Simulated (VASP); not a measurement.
# H2 in VASP: relaxation of the atoms with LDA

Aim: the relaxation of the atoms of H2 with LDA.

Program: VASP 6.6.1. These are calculated values, not measurements. Logs are shortened: lines on timing, memory, paths and dates and some standing lists are left out, and cuts for length are marked.

### 1 The crystal as given

The cell holds a molecule_in_box, 2 atoms: a = 14.000 Å, b = 14.500 Å, c = 15.000 Å, α = 90.00°, β = 90.00°, γ = 90.00°.

### 2 Relaxation of the atoms, LDA

Contents of INCAR:

```
SYSTEM = H
PREC = Accurate
ENCUT = 450
EDIFF = 1E-6
ISMEAR = 0
SIGMA = 0.005
LREAL = .False.
LASPH = .True.
NELM = 200
ALGO = Normal
ISIF = 2
LWAVE = .False.
LCHARG = .False.
IBRION = 2
NSW = 80
EDIFFG = -0.01
ISYM = 0
```

Contents of KPOINTS:

```
Automatic mesh
0
Gamma
  1 1 1
  0 0 0
```

Contents of POSCAR:

```
H
1.0
   14.0000000000      0.0000000000      0.0000000000
    0.0000000000     14.5000000000      0.0000000000
    0.0000000000      0.0000000000     15.0000000000
H
2
Direct
    0.4751409400      0.4989812700      0.5011822400
    0.5248590600      0.5010187300      0.4988177600
```

Potentials or basis: VASP PAW LDA potentials, release 64 (H).

On the command line:

```sh
$ cat potpaw_LDA.64/H/POTCAR > POTCAR
$ mpirun -np 2 vasp_gam > vasp.out
```

OUTCAR:

```text
SYSTEM = H
   PREC = Accurate
   ENCUT = 450
   EDIFF = 1E-6
   ISMEAR = 0
   LREAL = .False.
   LASPH = .True.
   NELM = 200
   ISIF = 2
   IBRION = 2
   NSW = 80
   EDIFFG = -0.01
   ISYM = 0

 ion  position               nearest neighbor table
   1  0.475  0.499  0.501-   2 0.70
   2  0.525  0.501  0.499-   1 0.70

IMPORTANT INFORMATION: All symmetrisations will be switched off!
NOSYMM: (Re-)initialisation of all symmetry stuff for point group C_1.

----------------------------------------------------------------------------------------

                                     Primitive cell

  volume of cell :    3045.0000

  direct lattice vectors                    reciprocal lattice vectors
    14.000000000  0.000000000  0.000000000     0.071428571  0.000000000  0.000000000
     0.000000000 14.500000000  0.000000000     0.000000000  0.068965517  0.000000000
     0.000000000  0.000000000 15.000000000     0.000000000  0.000000000  0.066666667

  length of vectors
    14.000000000 14.500000000 15.000000000     0.071428571  0.068965517  0.066666667

  position of ions in fractional coordinates (direct lattice)
     0.475140940  0.498981270  0.501182240
     0.524859060  0.501018730  0.498817760

  ion indices of the primitive-cell ions
   primitive index   ion index
                 1           1
                 2           2

----------------------------------------------------------------------------------------

 KPOINTS: Automatic mesh

Automatic generation of k-mesh.
 Grid dimensions read from file:
 generate k-points for:    1    1    1

 Generating k-lattice:

  Cartesian coordinates                     Fractional coordinates (reciprocal lattice)
     0.071428571  0.000000000  0.000000000     1.000000000  0.000000000  0.000000000
     0.000000000  0.068965517  0.000000000     0.000000000  1.000000000  0.000000000
     0.000000000  0.000000000  0.066666667     0.000000000  0.000000000  1.000000000

  Length of vectors
     0.071428571  0.068965517  0.066666667

  Shift w.r.t. Gamma in fractional coordinates (k-lattice)
     0.000000000  0.000000000  0.000000000

 Subroutine IBZKPT returns following result:
 ===========================================

 Found      1 irreducible k-points:

 Following reciprocal coordinates:
            Coordinates               Weight
  0.000000  0.000000  0.000000      1.000000
   k-points           NKPTS =      1   k-points in BZ     NKDIM =      1   number of bands    NBANDS=      6
   number of dos      NEDOS =    301   number of ions     NIONS =      2
   total plane-waves  NPLWV = ******
   dimension x,y,z NGX =    98 NGY =  100 NGZ =  108
   dimension x,y,z NGXF=   196 NGYF=  200 NGZF=  216
   ions per type =               2
   NGX,Y,Z   is equivalent  to a cutoff of  11.64, 11.47, 11.97 a.u.
   NGXF,Y,Z  is equivalent  to a cutoff of  23.27, 22.93, 23.94 a.u.
 SYSTEM =  H
   PREC   = accura    normal or accurate (medium, high low for compatibility)
   ISTART =      0    job   : 0-new  1-cont  2-samecut
   ICHARG =      2    charge: 1-file 2-atom 10-const
   ISPIN  =      1    spin polarized calculation?
   LNONCOLLINEAR =      F non collinear calculations
   LSORBIT =      F    spin-orbit coupling
   LASPH  =      T    aspherical Exc in radial PAW
   ENCUT  =  450.0 eV  33.07 Ry    5.75 a.u.  24.22 25.08 25.95*2*pi/ulx,y,z
   NELM   =    200;   NELMIN=  2; NELMDL= -5     # of ELM steps
   EDIFF  = 0.1E-05   stopping-criterion for ELM
   LREAL  =      F    real-space projection
   EDIFFG = -.1E-01   stopping-criterion for IOM
   NSW    =     80    number of steps for IOM
   IBRION =      2    ionic relax: 0-MD 1-quasi-New 2-CG
   NFREE  =      1    steps in history (QN), initial steepest desc. (CG)
   ISIF   =      2    stress and relaxation
   ISYM   =      0    0-nonsym 1-usesym 2-fastsym
   POTIM  = 0.5000    time-step for ionic-motion
   TEBEG  =    0.0;   TEEND  =   0.0 temperature during run
   PSTRESS=    0.0 pullay stress
   NELECT =       2.0000    total number of electrons
   NUPDOWN=      -1.0000    fix difference up-down
   EMIN   =  10.00;   EMAX   =-10.00  energy-range for DOS
   EFERMI =   0.00;   METHOD = LEGACY
   ISMEAR =     0;   SIGMA  =   0.01  broadening in eV -4-tet -1-fermi 0-gaus
   EFERMI_NEDOS =   21; number of points for ismear=-14 and -15
   IALGO  =     38    algorithm
   IMIX   =      4    mixing-type and parameters
     AMIX     =   0.40;   BMIX     =  1.00
     AMIX_MAG =   1.60;   BMIX_MAG =  1.00
  volume/ion in A,a.u.               =    1522.50     10274.34
  Fermi-wavevector in a.u.,A,eV,Ry     =   0.142306  0.268919  0.275531  0.020251
  Thomas-Fermi vector in A             =   0.804387
   LORBIT       =      0    0 simple, 1 ext, 2 COOP (PROOUT), +10 PAW based schemes
   GGA     = CA    functional components
   LHFCALC =     F    Hartree Fock is set to
   AEXX    =    0.0000 exact exchange contribution
   IVDW    =     0    specifies the selected vdW correction
   LEPSILON=     F    determine dielectric tensor
   LRPA    =     F    only Hartree local field effects (RPA)
 conjugate gradient relaxation of ions
 non-spin polarized calculation
 Gauss-broadening in eV      SIGMA  =   0.01
  energy-cutoff  :      450.00
  volume of cell :     3045.00
 maximum number of plane-waves:     33027
 NGX is ok and might be reduce to    98
   NGX = 49   NGY = 51   NGZ = 51

--------------------------------------- Ionic step        1  -------------------------------------------

 number of electron       2.0000002 magnetization

 Free energy of the ion-electron system (eV)
  ---------------------------------------------------
  ext. energy  EPLUGINS =         0.00000000
  ---------------------------------------------------
  free energy    TOTEN  =        -6.60632210 eV

  energy without entropy =       -6.60632210  energy(sigma->0) =       -6.60632210

------------------------ aborting loop because EDIFF is reached ----------------------------------------

  FORCE on cell =-STRESS in cart. coord.  units (eV):
  Direction    XX          YY          ZZ          XY          YZ          ZX
  --------------------------------------------------------------------------------------
  -------------------------------------------------------------------------------------
  Total        1.8303488     -0.0652046     -0.0637407      0.0805745     -0.0040864     -0.0968002
  in kB        0.9630684     -0.0343085     -0.0335382      0.0423956     -0.0021501     -0.0509330
  external PRESSURE =       0.2984072 kB  Pullay stress =       0.0000000 kB
[... 21 lines left out ...]
  energy  without entropy=       -6.6063220974  energy(sigma->0) =       -6.60632210

--------------------------------------- Ionic step        2  -------------------------------------------

 number of electron       2.0000000 magnetization

 E-fermi :  -9.2934     XC(G=0):  -0.1610

 val. band max:       -9.3475111079   @ k =   0.0000   0.0000   0.0000
 cond. band min:      -0.5474142277   @ k =   0.0000   0.0000   0.0000
 fundamental gap:      8.8000968802
 Fermi energy:        -9.2933749520

 k-point     1 :       0.0000    0.0000    0.0000
  band No.  band energies     occupation
      1      -9.3475      2.00000
      2      -0.5474      0.00000
      3      -0.0864      0.00000
      4       0.4680      0.00000
      5       0.5028      0.00000
      6       0.5706      0.00000

------------------------ aborting loop because EDIFF is reached ----------------------------------------

  FORCE on cell =-STRESS in cart. coord.  units (eV):
  Direction    XX          YY          ZZ          XY          YZ          ZX
  --------------------------------------------------------------------------------------
  -------------------------------------------------------------------------------------
  Total       -3.5062300     -0.0599406     -0.0627172     -0.1464962      0.0074800      0.1759551
  in kB       -1.8448612     -0.0315387     -0.0329997     -0.0770814      0.0039357      0.0925817
  external PRESSURE =      -0.6364665 kB  Pullay stress =       0.0000000 kB
[... 53 lines left out ...]
  FREE ENERGIE OF THE ION-ELECTRON SYSTEM (eV)
  ---------------------------------------------------
  free  energy   TOTEN  =        -6.6935597253 eV

  energy  without entropy=       -6.6935597253  energy(sigma->0) =       -6.69355973

[... ionic steps 4 to 14 ...]

--------------------------------------- Ionic step       15  -------------------------------------------

 number of electron       1.9999999 magnetization

------------------------ aborting loop because EDIFF is reached ----------------------------------------

  FORCE on cell =-STRESS in cart. coord.  units (eV):
  Direction    XX          YY          ZZ          XY          YZ          ZX
  --------------------------------------------------------------------------------------
  -------------------------------------------------------------------------------------
  Total       -0.0683392     -0.0649167     -0.0649144     -0.0001297      0.0000165      0.0001672
  in kB       -0.0359578     -0.0341570     -0.0341558     -0.0000682      0.0000087      0.0000880
  external PRESSURE =      -0.0347569 kB  Pullay stress =       0.0000000 kB
[... 57 lines left out ...]
  energy  without entropy=       -6.6937977977  energy(sigma->0) =       -6.69379780

--------------------------------------- Ionic step       17  -------------------------------------------

 number of electron       1.9999999 magnetization

 Free energy of the ion-electron system (eV)
  ---------------------------------------------------
  ext. energy  EPLUGINS =         0.00000000
  ---------------------------------------------------
  free energy    TOTEN  =        -6.69379938 eV

  energy without entropy =       -6.69379938  energy(sigma->0) =       -6.69379938

 E-fermi : -10.1147     XC(G=0):  -0.1277

 val. band max:      -10.1387695788   @ k =   0.0000   0.0000   0.0000
 cond. band min:      -0.0609562711   @ k =   0.0000   0.0000   0.0000
 fundamental gap:     10.0778133077
 Fermi energy:       -10.1146629857

 k-point     1 :       0.0000    0.0000    0.0000
  band No.  band energies     occupation
      1     -10.1388      2.00000
      2      -0.0610      0.00000
      3       0.2162      0.00000
      4       0.5252      0.00000
      5       0.5599      0.00000
      6       0.5753      0.00000

------------------------ aborting loop because EDIFF is reached ----------------------------------------

  FORCE on cell =-STRESS in cart. coord.  units (eV):
  Direction    XX          YY          ZZ          XY          YZ          ZX
  --------------------------------------------------------------------------------------
  -------------------------------------------------------------------------------------
  Total       -0.0741567     -0.0652379     -0.0652395     -0.0003633      0.0000283      0.0004478
  in kB       -0.0390188     -0.0343260     -0.0343268     -0.0001911      0.0000149      0.0002356
  external PRESSURE =      -0.0358905 kB  Pullay stress =       0.0000000 kB
[... 17 lines left out ...]
  FREE ENERGIE OF THE ION-ELECTRON SYSTEM (eV)
  ---------------------------------------------------
  free  energy   TOTEN  =        -6.6937993772 eV

  energy  without entropy=       -6.6937993772  energy(sigma->0) =       -6.69379938

 reached required accuracy - stopping structural energy minimisation
```

It took 2.1 min on 2 MPI ranks of Intel Xeon Platinum 8488C (Sapphire Rapids), shared host; peak memory 0.69 GiB.

Results:

```yaml
Free_energy: -6.6938 eV
Energy_gained_by_relaxing: 43.7 meV/atom
Ionic_steps: 17
Largest_force_after_relaxing: 0.008 eV/Å
Gap_between_the_frontier_levels: 10.08 eV
```

Forces on the atoms (eV/Å):
```
H   -0.008  0.000  0.000
H    0.008  0.000  0.000
```

Step by step:
```csv
step,energy change (eV),largest force (eV/Å),pressure (GPa)
1,0.0000,2.7524,0.03
2,0.3409,3.6149,-0.06
3,-0.0872,0.1229,-0.01
4,-0.0875,0.0253,0.00
5,-0.0875,0.0192,0.00
6,-0.0875,0.0188,0.00
7,-0.0875,0.0178,0.00
8,-0.0875,0.0177,0.00
9,-0.0875,0.0177,0.00
10,-0.0875,0.0177,0.00
11,-0.0875,0.0176,0.00
12,-0.0875,0.0174,0.00
13,-0.0875,0.0171,0.00
14,-0.0875,0.0165,0.00
15,-0.0875,0.0153,0.00
16,-0.0875,0.0129,0.00
17,-0.0875,0.0080,0.00
```

Final structure:
```yaml
crystal:
  lattice:
    - [14.00000, 0.00000, 0.00000]
    - [0.00000, 14.50000, 0.00000]
    - [0.00000, 0.00000, 15.00000]
  atoms:
    - { symbol: H, position: [0.47271, 0.49888, 0.50130] }
    - { symbol: H, position: [0.52729, 0.50112, 0.49870] }
```
